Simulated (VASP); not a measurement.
The system is BaH2.

```
Ba H
1.0
     4.46203    0.00000    0.00000
    -2.23101    3.86423    0.00000
     0.00000    0.00000    6.05529
Ba H
2 4
Direct
  0.33333 0.66667 0.25000
  0.66667 0.33333 0.75000
  0.00000 0.00000 0.00000
  0.00000 0.00000 0.50000
  0.66667 0.33333 0.25000
  0.33333 0.66667 0.75000
```

The cell comes from a database or a generator and needn't be the stable form of this composition.

Base run:

- Program: VASP 6.6.1
- Functional: PBEsol
- Potentials or basis: VASP PAW PBE potentials, release 64 (Ba_sv, H)
- Cutoff: 520 eV
- k mesh: 8 × 8 × 6
- Occupations: gaussian, width 0.02 eV
- Spin: no spin polarisation

Its results: band gap on the k mesh 1.53 eV, indirect (least direct gap 2.53 eV); pressure -1.8 GPa.

The run is repeated on the same cell with these changes: functional from PBEsol to r2SCAN. What comes out?

Band gap on the k mesh 2.23 eV, indirect (least direct gap 3.21 eV); pressure -0.1 GPa.

r2SCAN gives the wider gap, since meta-GGAs in the generalised Kohn-Sham scheme recover part of the derivative discontinuity.

Caveats: the PAW data sets were made with another functional, which shifts forces and pressure a little; spin-orbit coupling is left out, which moves the levels of the heavy elements; the mesh misses the band edges, which the band path finds closer together.
